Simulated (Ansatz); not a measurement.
**Ba, omega (AlB2-type): geometry optimisation**

Computed with DFT, PBE, plane waves (420 eV) with PAW, scalar-relativistic in Ansatz 0.2.0.

k-point mesh 5×5×7, Fermi-Dirac smearing 0.1 eV, no spin polarisation. Cell and atoms relax.

Starting structure:

```
Ba
1.0
     7.06865    0.00000    0.00000
    -3.53433    6.12163    0.00000
     0.00000    0.00000    4.33308
Ba
3
Direct
  0.00000 0.00000 0.00000
  0.33333 0.66667 0.50000
  0.66667 0.33333 0.50000
```

Task: What cell does the relaxation end in?

Result: P6/mmm with a = 7.200 Å, c = 4.276 Å (c/a = 0.594); 63.99 Å³ per atom against 62.50 at the start (2.4 %).

Task: How much energy does the relaxation gain?

Result: 3.7 meV per atom.
